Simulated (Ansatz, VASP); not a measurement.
# Two plane-wave programs on InP

The input INCAR:

```
PREC = Accurate
ENCUT = 520
EDIFF = 1E-6
ISMEAR = -1
SIGMA = 0.05
LREAL = False
LASPH = True
NELM = 100
ALGO = Normal
ISIF = 2
LWAVE = False
LCHARG = False
METAGGA = R2SCAN
LMIXTAU = True
```

File KPOINTS:

```
regular mesh
0
Gamma
  8 8 8
```

The input POSCAR:

```
InP
1.0
    0.0000000000      2.7871711834      2.7871711834
    2.7871711834      0.0000000000      2.7871711834
    2.7871711834      2.7871711834      0.0000000000
In P
1 1
Direct
    0.0000000000      0.0000000000      0.0000000000
    0.5000000000      0.5000000000      0.5000000000
```

File input.yaml:

```yaml
crystal:
  lattice:
    - [0.0, 2.7871711834, 2.7871711834]
    - [2.7871711834, 0.0, 2.7871711834]
    - [2.7871711834, 2.7871711834, 0.0]
  atoms:
    - { symbol: In, position: [0.0, 0.0, 0.0] }
    - { symbol: P, position: [0.5, 0.5, 0.5] }
hamiltonian:
  xc: r2scan
  pseudopotentials: { kind: paw }
kpoints:
  mp_grid: { grid: [8, 8, 8] }
scf:
  occupations: { method: fermi_dirac, width: 0.05 }
output:
  forces: true
  stress: true
  eigenvalues: true
```

Change from the starting cell: volume scaled by 1.02.

Alike in both runs: task single point; functional r2SCAN; k mesh 8 × 8 × 8; occupations fermi-dirac, width 0.05 eV; no spin polarisation.

```csv
,VASP,Ansatz
version,VASP 6.6.1,Ansatz 0.2.0
potentials or method,"VASP PAW PBE potentials, release 64 (In_d, P)",Ansatz PAW
plane-wave cutoff (eV),520,500
valence electrons in the cell,18,18
```

```tsv
	VASP	Ansatz	Ansatz less VASP
gap on the k mesh at the Fermi level (eV)	none	none	-
pressure (GPa)	-3.4	-3.4	-0.06
```

A gap of «none» marks a metal or a gap that the smearing closes. With one functional, cell and mesh, what is left measures potentials, basis and numerics.

Caveats: the PAW data sets were made with another functional, which shifts forces and pressure a little (VASP); the PAW data sets come from PBE, with cores solved anew for the run's functional, which leaves a small shift of forces and pressure (Ansatz).
